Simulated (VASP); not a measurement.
Wanted: the native input for a VASP 6.6.1 run.

```yaml
Task: relaxation of cell and atoms
Functional: PBEsol
Potentials_or_basis: VASP PAW PBE potentials, release 64 (Ca_sv, O)
Cutoff: 600 eV
k_mesh: 10 × 10 × 10
Occupations: gaussian, width 0.03 eV
Spin: no spin polarisation
Further_INCAR_settings: ALGO = Normal; EDIFF = 1e-06; IBRION = 2; EDIFFG = -0.01; NSW = 90; ISIF = 3
```

The structure of CaO (Lime) lies in POSCAR:

```
CaO
1.0
    0.0000000000      2.4065000000      2.4065000000
    2.4065000000      0.0000000000      2.4065000000
    2.4065000000      2.4065000000      0.0000000000
Ca O
1 1
Direct
    0.0000000000      0.0000000000      0.0000000000
    0.5000000000      0.5000000000      0.5000000000
```

One way to write it, as run:

INCAR

```
ALGO = Normal ; EDIFF = 1E-6
EDIFFG = -0.01 ; ENCUT = 600
GGA = PS ; IBRION = 2
ISIF = 3 ; ISMEAR = 0
KPAR = 4 ; LASPH = T
LCHARG = F ; LREAL = F
LWAVE = F ; NELM = 80
NSW = 90 ; PREC = Accurate
SIGMA = 0.03
```

KPOINTS

```
k-points
0
Gamma
  10 10 10
```

Potentials or basis: VASP PAW PBE potentials, release 64 (Ca_sv, O).

Launch:

```bash
$ cat potpaw_PBE.64/Ca_sv/POTCAR potpaw_PBE.64/O/POTCAR > POTCAR
$ mpirun -np 4 vasp_std > vasp.out
```

Results of the run:

The relaxed volume is 13.61 Å³/atom and the relaxed cell is a = 3.376 Å, b = 3.376 Å, c = 3.376 Å, α = 60.00°, β = 60.00°, γ = 60.00°. The space group after relaxing (to 0.05 Å) is Fm-3m (No. 225), the energy gained by relaxing is 2.8 meV/atom and the ionic steps are 3. The pressure after relaxing is 0.0 GPa and the band gap on the k mesh is 3.53 eV, indirect (least direct gap 3.90 eV).

Caveat: the PAW data sets were made with another functional, which shifts forces and pressure a little.

Wall time 25 s on 4 MPI ranks on Intel(R) Xeon(R) Platinum 8488C (Sapphire Rapids), with other jobs on the host, peak memory 0.16 GiB a rank.
